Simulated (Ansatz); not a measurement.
Input and command of a plane-wave DFT calculation in Ansatz:

```yaml
crystal:
  lattice:
    - [1.8253862983, 1.0538872707, 8.7249510165]
    - [-1.8253862983, 1.0538872707, 8.7249510165]
    - [0.0, -2.1077745414, 8.7249510165]
  atoms:
    - { symbol: "Y", position: [0.0, 0.0, 0.0] }
    - { symbol: "Y", position: [0.22112445, 0.22112445, 0.22112445] }
    - { symbol: "Y", position: [0.77887555, 0.77887555, 0.77887555] }
basis:
  ecutwfc: 420
kpoints:
  mp_grid: { grid: [15, 15, 15] }
hamiltonian:
  xc: pbe
scf:
  occupations: { method: gaussian, width: 0.1 }
output:
  forces: true
  stress: true
  eigenvalues: true
relax:
  adjacent_minimum: "off"
  f_tol: 0.005
  max_steps: 80
  cell: { stress_tol: 0.05 }
```

```bash
ansatz run input.yaml --threads 1 --pin off --max-ram 2560MiB --backend cpu --events-out ev --progress --plain --runs-dir out
```

Processor: Intel(R) Xeon(R) Platinum 8259CL CPU @ 2.50GHz (Skylake/Cascade Lake), 1 thread, on a host shared with other jobs.

Problem. Estimate time, memory and problem size.

Solution. About 2.2 min on 1 thread of Intel(R) Xeon(R) Platinum 8259CL CPU @ 2.50GHz (Skylake/Cascade Lake), on a shared host, peak memory 0.87 GiB. It solves 21 bands at 344 k points (the mesh reduced by the symmetry that the task leaves, which can be less than the crystal's) with about 1853 plane waves (on the last cell), in 21 SCF iterations over 4 ionic steps.
